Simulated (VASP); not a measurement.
# SiMo3 (Pm-3n) in VASP: a series of runs

The runs below take SiMo3 through equation of state, with PBE.

Program: VASP 6.6.1. These are calculated values, not measurements. Logs are shortened: lines on timing, memory, paths and dates and some standing lists are left out, and cuts for length are marked.

### Step 1. The structure

It takes space group Pm-3n (No. 223, cubic). The conventional cell has a = 4.909 Å, b = 4.909 Å, c = 4.909 Å, α = 90.00°, β = 90.00°, γ = 90.00°. Si (site symmetry m-3) is surrounded by 12 Mo at 2.74 Å. Around Mo (site symmetry -4m2) lie 2 Mo at 2.45 Å and 4 Si at 2.74 Å.

The cell was built by a generator and needn't be a form met in nature.

### Step 2. Equation of state, PBE, 14.79 Å³/atom

INCAR

```
PREC = Accurate
ENCUT = 520
EDIFF = 1E-6
ISMEAR = 0
SIGMA = 0.1
LREAL = False
LASPH = True
NELM = 100
ALGO = Normal
ISIF = 4
LWAVE = False
LCHARG = False
GGA = PE
IBRION = 2
NSW = 30
EDIFFG = -0.02
KPAR = 2
```

KPOINTS

```
regular mesh
0
Gamma
  6 6 6
```

POSCAR

```
SiMo3
1.0
    4.9093800000      0.0000000000      0.0000000000
    0.0000000000      4.9093800000      0.0000000000
    0.0000000000      0.0000000000      4.9093800000
Si Mo
2 6
Direct
    0.0000000000      0.0000000000      0.0000000000
    0.5000000000      0.5000000000      0.5000000000
    0.2500000000      0.5000000000      0.0000000000
    0.7500000000      0.5000000000      0.0000000000
    0.0000000000      0.2500000000      0.5000000000
    0.0000000000      0.7500000000      0.5000000000
    0.5000000000      0.0000000000      0.2500000000
    0.5000000000      0.0000000000      0.7500000000
```

Potentials or basis: VASP PAW PBE potentials, release 64 (Si, Mo_sv).

Launch:

```
$ cat potpaw_PBE.64/Si/POTCAR potpaw_PBE.64/Mo_sv/POTCAR > POTCAR
$ mpirun -np 2 vasp_std > vasp.out
```

OUTCAR:

```text
PREC = Accurate
   ENCUT = 520
   EDIFF = 1E-6
   ISMEAR = 0
   LREAL = False
   LASPH = True
   NELM = 100
   ISIF = 4
   GGA = PE
   IBRION = 2
   NSW = 30
   EDIFFG = -0.02

 ion  position               nearest neighbor table
   1  0.000  0.000  0.000-   3 2.74   4 2.74   5 2.74   6 2.74   7 2.74   8 2.74   5 2.74   6 2.74
                             3 2.74   4 2.74   7 2.74   8 2.74
   2  0.500  0.500  0.500-   3 2.74   4 2.74   5 2.74   6 2.74   7 2.74   8 2.74   3 2.74   4 2.74
                             7 2.74   8 2.74   5 2.74   6 2.74
   3  0.250  0.500  0.000-   4 2.45   4 2.45   1 2.74   2 2.74   1 2.74   2 2.74   8 3.01   5 3.01
                             5 3.01   6 3.01   6 3.01   7 3.01   8 3.01   7 3.01
   4  0.750  0.500  0.000-   3 2.45   3 2.45   1 2.74   2 2.74   1 2.74   2 2.74   8 3.01   5 3.01
                             5 3.01   6 3.01   6 3.01   7 3.01   8 3.01   7 3.01
   5  0.000  0.250  0.500-   6 2.45   6 2.45   1 2.74   1 2.74   2 2.74   2 2.74   8 3.01   4 3.01
                             3 3.01   4 3.01   3 3.01   7 3.01   7 3.01   8 3.01
   6  0.000  0.750  0.500-   5 2.45   5 2.45   1 2.74   1 2.74   2 2.74   2 2.74   8 3.01   4 3.01
                             3 3.01   4 3.01   3 3.01   7 3.01   7 3.01   8 3.01
   7  0.500  0.000  0.250-   8 2.45   8 2.45   1 2.74   2 2.74   2 2.74   1 2.74   3 3.01   4 3.01
                             5 3.01   3 3.01   4 3.01   6 3.01   5 3.01   6 3.01
   8  0.500  0.000  0.750-   7 2.45   7 2.45   1 2.74   2 2.74   2 2.74   1 2.74   3 3.01   4 3.01
                             5 3.01   3 3.01   4 3.01   6 3.01   5 3.01   6 3.01

  LATTYP: Found a simple cubic cell.
 ALAT       =     4.9093800000

  Lattice vectors:

 A1 = (   4.9093800000,   0.0000000000,   0.0000000000)
 A2 = (   0.0000000000,   4.9093800000,   0.0000000000)
 A3 = (   0.0000000000,   0.0000000000,   4.9093800000)

Analysis of symmetry for initial positions (statically):
=====================================================================
 Subroutine PRICEL returns:
 Original cell was already a primitive cell.

 Routine SETGRP: Setting up the symmetry group for a
 simple cubic supercell.

 Subroutine GETGRP returns: Found 48 space group operations
 (whereof 24 operations were pure point group operations)
 out of a pool of 48 trial point group operations.

The static configuration has the point symmetry T_h .
 The point group associated with its full space group is O_h .

Analysis of symmetry for dynamics (positions and initial velocities):
=====================================================================
 Subroutine PRICEL returns:
 Original cell was already a primitive cell.

 Routine SETGRP: Setting up the symmetry group for a
 simple cubic supercell.

[... 125 lines left out ...]
   EMIN   =  10.00;   EMAX   =-10.00  energy-range for DOS
   EFERMI =   0.00;   METHOD = LEGACY
   ISMEAR =     0;   SIGMA  =   0.10  broadening in eV -4-tet -1-fermi 0-gaus
   EFERMI_NEDOS =   21; number of points for ismear=-14 and -15
   IALGO  =     38    algorithm
   IMIX   =      4    mixing-type and parameters
     AMIX     =   0.40;   BMIX     =  1.00
     AMIX_MAG =   1.60;   BMIX_MAG =  1.00
  volume/ion in A,a.u.               =      14.79        99.81
  Fermi-wavevector in a.u.,A,eV,Ry     =   1.505373  2.844742 30.832814  2.266148
  Thomas-Fermi vector in A             =   2.616230
   LORBIT       =      0    0 simple, 1 ext, 2 COOP (PROOUT), +10 PAW based schemes
   GGA     = PE    functional components
   LHFCALC =     F    Hartree Fock is set to
   AEXX    =    0.0000 exact exchange contribution
   IVDW    =     0    specifies the selected vdW correction
   LEPSILON=     F    determine dielectric tensor
   LRPA    =     F    only Hartree local field effects (RPA)
 conjugate gradient relaxation of ions
 non-spin polarized calculation
 Gauss-broadening in eV      SIGMA  =   0.10
  energy-cutoff  :      520.00
  volume of cell :      118.33
 maximum number of plane-waves:      3218
 NGX is ok and might be reduce to    40
   NGX = 19   NGY = 19   NGZ = 19

 number of electron      91.9999981 magnetization

 Free energy of the ion-electron system (eV)
  ---------------------------------------------------
  ext. energy  EPLUGINS =         0.00000000
  ---------------------------------------------------
  free energy    TOTEN  =       -78.98435895 eV

  energy without entropy =      -78.96215347  energy(sigma->0) =      -78.97325621

 E-fermi :  12.5749     XC(G=0): -13.0459

 val. band max:       12.5199065740   @ k =   0.5000   0.3333   0.0000
 cond. band min:      12.5866684086   @ k =   0.5000   0.3333   0.1667
 fundamental gap:      0.0667618346
 Fermi energy:        12.5748632166

 k-point     1 :       0.0000    0.0000    0.0000
  band No.  band energies     occupation
      1     -48.7022      2.00000
      2     -48.5927      2.00000
      3     -48.5927      2.00000
      4     -48.2761      2.00000
      5     -48.2761      2.00000
      6     -48.2761      2.00000
[... 1149 lines left out ...]
     54      13.8124      0.00000
     55      14.7741      0.00000

------------------------ aborting loop because EDIFF is reached ----------------------------------------

  FORCE on cell =-STRESS in cart. coord.  units (eV):
  Direction    XX          YY          ZZ          XY          YZ          ZX
  --------------------------------------------------------------------------------------
  -------------------------------------------------------------------------------------
  Total        0.0034241      0.0034241      0.0034241      0.0000000      0.0000000      0.0000000
  in kB        0.0463637      0.0463637      0.0463637      0.0000000      0.0000000      0.0000000
  external PRESSURE =       0.0463637 kB  Pullay stress =       0.0000000 kB

 VOLUME and BASIS-vectors are now :
 -----------------------------------------------------------------------------
  energy-cutoff  :      520.00
  volume of cell :      118.33
      direct lattice vectors                 reciprocal lattice vectors
     4.909380000  0.000000000  0.000000000     0.203691709  0.000000000  0.000000000
     0.000000000  4.909380000  0.000000000     0.000000000  0.203691709  0.000000000
     0.000000000  0.000000000  4.909380000     0.000000000  0.000000000  0.203691709

 POSITION                                       TOTAL-FORCE (eV/Angst)
 -----------------------------------------------------------------------------------
      0.00000      0.00000      0.00000         0.000000      0.000000      0.000000
      2.45469      2.45469      2.45469         0.000000      0.000000      0.000000
      1.22734      2.45469      0.00000         0.000000      0.000000      0.000000
      3.68203      2.45469      0.00000        -0.000000     -0.000000     -0.000000
      0.00000      1.22734      2.45469        -0.000000      0.000000     -0.000000
      0.00000      3.68203      2.45469         0.000000     -0.000000      0.000000
      2.45469      0.00000      1.22734        -0.000000      0.000000      0.000000
      2.45469      0.00000      3.68203         0.000000     -0.000000      0.000000
 -----------------------------------------------------------------------------------
    total drift:                                0.000000      0.000000     -0.000000

  FREE ENERGIE OF THE ION-ELECTRON SYSTEM (eV)
  ---------------------------------------------------
  free  energy   TOTEN  =       -78.9843589464 eV

  energy  without entropy=      -78.9621534716  energy(sigma->0) =      -78.97325621

 reached required accuracy - stopping structural energy minimisation
```

OSZICAR:

```text
N       E                     dE             d eps       ncg     rms          rms(c)
DAV:   1     0.112082448482E+04    0.11208E+04   -0.56208E+04  2208   0.172E+03
DAV:   2    -0.303246071971E+02   -0.11511E+04   -0.11237E+04  2333   0.532E+02
DAV:   3    -0.819377378808E+02   -0.51613E+02   -0.50051E+02  2907   0.987E+01
DAV:   4    -0.830799942812E+02   -0.11423E+01   -0.11265E+01  2633   0.122E+01
DAV:   5    -0.831036353910E+02   -0.23641E-01   -0.23546E-01  2694   0.175E+00    0.416E+01
DAV:   6    -0.793074756636E+02    0.37962E+01   -0.14494E+01  2437   0.174E+01    0.113E+01
DAV:   7    -0.790332528514E+02    0.27422E+00   -0.86662E-01  2786   0.410E+00    0.339E+00
DAV:   8    -0.789852229467E+02    0.48030E-01   -0.13165E-01  2486   0.128E+00    0.625E-01
DAV:   9    -0.789842978864E+02    0.92506E-03   -0.72359E-03  2665   0.326E-01    0.317E-01
DAV:  10    -0.789843486049E+02   -0.50719E-04   -0.82065E-04  2671   0.182E-01    0.134E-01
DAV:  11    -0.789843639143E+02   -0.15309E-04   -0.42229E-05  2650   0.323E-02    0.253E-02
DAV:  12    -0.789843594767E+02    0.44375E-05   -0.11863E-05  2541   0.198E-02    0.342E-03
DAV:  13    -0.789843589464E+02    0.53037E-06   -0.34203E-07  1545   0.251E-03
   1 F= -.78984359E+02 E0= -.78973256E+02  d E =-.789844E+02
```

It took 44 s on 2 MPI ranks of Intel Xeon Platinum 8488C (Sapphire Rapids), shared host; peak memory 0.27 GiB.

What came out:

```
Free energy            : -78.9844 eV
Pressure               : 0.0 GPa
Band gap on the k mesh : none (metal or under the smearing width)
```

### Step 3. Equation of state, PBE, 14.35 Å³/atom (volume scaled by 0.97)

INCAR is that of step 2.

KPOINTS is that of step 2.

POSCAR, as its differences from that of step 2:

```diff
@@ -2,5 +2,5 @@
 1.0
-    4.9093800000      0.0000000000      0.0000000000
-    0.0000000000      4.9093800000      0.0000000000
-    0.0000000000      0.0000000000      4.9093800000
+    4.8597869124      0.0000000000      0.0000000000
+    0.0000000000      4.8597869124      0.0000000000
+    0.0000000000      0.0000000000      4.8597869124
 Si Mo
```

Potentials or basis: VASP PAW PBE potentials, release 64 (Si, Mo_sv).

Launch:

```
$ cat potpaw_PBE.64/Si/POTCAR potpaw_PBE.64/Mo_sv/POTCAR > POTCAR
$ mpirun -np 2 vasp_std > vasp.out
```

Wall time 33 s (2 MPI ranks of Intel Xeon Platinum 8488C (Sapphire Rapids), shared host); peak memory 0.24 GiB.

It converged, with:

```
Free energy            : -78.8960 eV
Pressure               : 8.1 GPa
Band gap on the k mesh : none (metal or under the smearing width)
```

### Step 4. Equation of state, PBE, 15.23 Å³/atom (volume scaled by 1.03)

INCAR is that of step 3.

KPOINTS is that of step 3.

POSCAR, as its differences from that of step 3:

```diff
@@ -2,5 +2,5 @@
 1.0
-    4.8597869124      0.0000000000      0.0000000000
-    0.0000000000      4.8597869124      0.0000000000
-    0.0000000000      0.0000000000      4.8597869124
+    4.9579908842      0.0000000000      0.0000000000
+    0.0000000000      4.9579908842      0.0000000000
+    0.0000000000      0.0000000000      4.9579908842
 Si Mo
```

Launch:

```
$ cat potpaw_PBE.64/Si/POTCAR potpaw_PBE.64/Mo_sv/POTCAR > POTCAR
$ mpirun -np 2 vasp_std > vasp.out
```

Run time: 44 s. Hardware: 2 MPI ranks of Intel Xeon Platinum 8488C (Sapphire Rapids), shared host; peak memory 0.27 GiB.

It converged, with:

| Item | Value |
| --- | --- |
| Free energy | -78.9077 eV |
| Pressure | -6.9 GPa |
| Band gap on the k mesh | none (metal or under the smearing width) |

### Step 5. Equation of state, PBE, 13.90 Å³/atom (volume scaled by 0.94)

INCAR is that of step 4.

KPOINTS is that of step 4.

POSCAR, as its differences from that of step 4:

```diff
@@ -2,5 +2,5 @@
 1.0
-    4.9579908842      0.0000000000      0.0000000000
-    0.0000000000      4.9579908842      0.0000000000
-    0.0000000000      0.0000000000      4.9579908842
+    4.8091604504      0.0000000000      0.0000000000
+    0.0000000000      4.8091604504      0.0000000000
+    0.0000000000      0.0000000000      4.8091604504
 Si Mo
```

Launch:

```
$ cat potpaw_PBE.64/Si/POTCAR potpaw_PBE.64/Mo_sv/POTCAR > POTCAR
$ mpirun -np 2 vasp_std > vasp.out
```

It took 32 s on 2 MPI ranks of Intel Xeon Platinum 8488C (Sapphire Rapids), shared host; peak memory 0.24 GiB.

The run converged. Its results:

| Quantity | Value |
| --- | --- |
| Free energy | -78.6138 eV |
| Pressure | 17.5 GPa |
| Band gap on the k mesh | none (metal or under the smearing width) |

### Step 6. Equation of state, PBE, 15.68 Å³/atom (volume scaled by 1.06)

INCAR is that of step 5.

KPOINTS is that of step 5.

POSCAR, as its differences from that of step 5:

```diff
@@ -2,5 +2,5 @@
 1.0
-    4.8091604504      0.0000000000      0.0000000000
-    0.0000000000      4.8091604504      0.0000000000
-    0.0000000000      0.0000000000      4.8091604504
+    5.0056667981      0.0000000000      0.0000000000
+    0.0000000000      5.0056667981      0.0000000000
+    0.0000000000      0.0000000000      5.0056667981
 Si Mo
```

Potentials or basis: VASP PAW PBE potentials, release 64 (Si, Mo_sv).

Launch:

```
$ cat potpaw_PBE.64/Si/POTCAR potpaw_PBE.64/Mo_sv/POTCAR > POTCAR
$ mpirun -np 2 vasp_std > vasp.out
```

Wall time 46 s (2 MPI ranks of Intel Xeon Platinum 8488C (Sapphire Rapids), shared host); peak memory 0.27 GiB.

The run converged. Its results:

```yaml
Free_energy: -78.6904 eV
Pressure: -12.7 GPa
Band_gap_on_the_k_mesh: none (metal or under the smearing width)
```

### Step 7. Equation of state, PBE, 13.46 Å³/atom (volume scaled by 0.91)

INCAR is that of step 6.

KPOINTS is that of step 6.

POSCAR, as its differences from that of step 6:

```diff
@@ -2,5 +2,5 @@
 1.0
-    5.0056667981      0.0000000000      0.0000000000
-    0.0000000000      5.0056667981      0.0000000000
-    0.0000000000      0.0000000000      5.0056667981
+    4.7574450397      0.0000000000      0.0000000000
+    0.0000000000      4.7574450397      0.0000000000
+    0.0000000000      0.0000000000      4.7574450397
 Si Mo
```

Launch:

```
$ cat potpaw_PBE.64/Si/POTCAR potpaw_PBE.64/Mo_sv/POTCAR > POTCAR
$ mpirun -np 2 vasp_std > vasp.out
```

Run time: 40 s. Hardware: 2 MPI ranks of Intel Xeon Platinum 8488C (Sapphire Rapids), shared host; peak memory 0.23 GiB.

It converged, with:

```
Free energy            : -78.1031 eV
Pressure               : 28.7 GPa
Band gap on the k mesh : none (metal or under the smearing width)
```

### Step 8. Equation of state, PBE, 16.12 Å³/atom (volume scaled by 1.09)

INCAR is that of step 7.

KPOINTS is that of step 7.

POSCAR, as its differences from that of step 7:

```diff
@@ -2,5 +2,5 @@
 1.0
-    4.7574450397      0.0000000000      0.0000000000
-    0.0000000000      4.7574450397      0.0000000000
-    0.0000000000      0.0000000000      4.7574450397
+    5.0524514425      0.0000000000      0.0000000000
+    0.0000000000      5.0524514425      0.0000000000
+    0.0000000000      0.0000000000      5.0524514425
 Si Mo
```

Launch:

```
$ cat potpaw_PBE.64/Si/POTCAR potpaw_PBE.64/Mo_sv/POTCAR > POTCAR
$ mpirun -np 2 vasp_std > vasp.out
```

Wall time 55 s (2 MPI ranks of Intel Xeon Platinum 8488C (Sapphire Rapids), shared host); peak memory 0.28 GiB.

Results (log left out):

| Item | Value |
| --- | --- |
| Free energy | -78.3535 eV |
| Pressure | -17.7 GPa |
| Band gap on the k mesh | none (metal or under the smearing width) |
